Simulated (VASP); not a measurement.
BAs, 2 atoms in the cell. It takes space group F-43m (No. 216, cubic). The conventional cell has a = 4.777 Å, b = 4.777 Å, c = 4.777 Å, α = 90.00°, β = 90.00°, γ = 90.00°. As (site symmetry -43m) is surrounded by 4 B at 2.07 Å. B (site symmetry -43m) has 4 As at 2.07 Å as nearest neighbours. 

- Program: VASP 6.6.1
- Task: single point
- Functional: PBE
- Potentials or basis: VASP PAW PBE potentials, release 64 (As, B)
- Cutoff: 520 eV
- k mesh: 10 × 10 × 10
- Occupations: gaussian, width 0.024 eV
- Spin: no spin polarisation
- Further INCAR settings: ALGO = Fast; EDIFF = 1e-07; NBANDS = 11

Potentials or basis: VASP PAW PBE potentials, release 64 (As, B).

Command:

```bash
$ cat potpaw_PBE.64/As/POTCAR potpaw_PBE.64/B/POTCAR > POTCAR
$ mpirun -np 1 vasp_std > vasp.out
```

Hardware: 1 thread of Intel(R) Xeon(R) Platinum 8488C (Sapphire Rapids), on a shared host.

Question: How long does it take, and how much memory?

Answer: It took 17 s on 1 thread of Intel(R) Xeon(R) Platinum 8488C (Sapphire Rapids), with other jobs on the host, peak memory 0.15 GiB. Counts: scf iterations 13, k points 47.
